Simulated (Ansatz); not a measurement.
Here is an unrelaxed guess for SnGe₅.

```yaml
crystal:
  lattice:
    - [3.08440, 0.00000, 0.00000]
    - [0.00000, 4.36199, 0.00000]
    - [0.00000, 0.00000, 9.25319]
  atoms:
    - { symbol: Sn, position: [0.00000, 0.00000, 0.50000] }
    - { symbol: Ge, position: [0.00000, 0.00000, 0.16667] }
    - { symbol: Ge, position: [0.50000, 0.50000, 0.33333] }
    - { symbol: Ge, position: [0.50000, 0.50000, 0.66667] }
    - { symbol: Ge, position: [0.00000, 0.00000, 0.83333] }
    - { symbol: Ge, position: [0.50000, 0.50000, 0.00000] }
```

Computed with DFT PBE, scalar-relativistic, plane waves, PAW (Ansatz 0.2.0). Settings: cutoff 420 eV, Γ-centred mesh 6×4×2 on the computed 6-atom cell, Gaussian smearing of 0.10 eV; no spin polarisation.

Formation energies are uncorrected and refer to the elements' standard structures at the same level. The references include grey tin.

Q: What does a single point on this coarse mesh give?

A: The pressure is 1.5 GPa (the mean over three directions, positive in compression), the largest force is 0.49 eV/Å, and the energy is +0.37 eV/atom against the elements. The shortest distance is 3.08 Å.

Q: How much does it gain on relaxing, and where does it end?

A: Relaxing gains under 0.1 eV/atom (the start's value is from the coarse mesh, so the gain is rough) in 30 ionic steps and ends at +0.28 eV/atom on the finer mesh. The symmetry stays Pmmm (No. 47). The volume per atom stays near 20.8 Å³. The shortest distance goes from 3.08 Å (Sn–Ge, Ge–Ge and Sn–Sn) to 2.87 Å (Ge–Ge). Conventional cell: a = 3.313 Å, b = 3.705 Å, c = 10.174 Å. Around Sn lie 8 Ge at 3.20 Å, 2 Sn at 3.31 Å, 2 Ge at 3.44 Å and 2 Sn at 3.71 Å; Ge on a site of symmetry mm2 has 8 Ge at 2.87–2.98 Å, 3 Ge at 3.29–3.31 Å, 1 Sn at 3.44 Å and 2 Ge at 3.71 Å; Ge on a second site of symmetry mm2 has 4 Ge at 2.87 Å, 1 Ge at 3.07 Å, 4 Sn at 3.20 Å and 2 Ge at 3.31 Å; 1 more site not described.

The last run used a 12×10×4 mesh (in the run's order of axes) for its 6-atom cell and Gaussian smearing of 0.10 eV. The relaxation can't lower the symmetry of the start. A structure relaxed within its symmetry needn't be a true minimum.
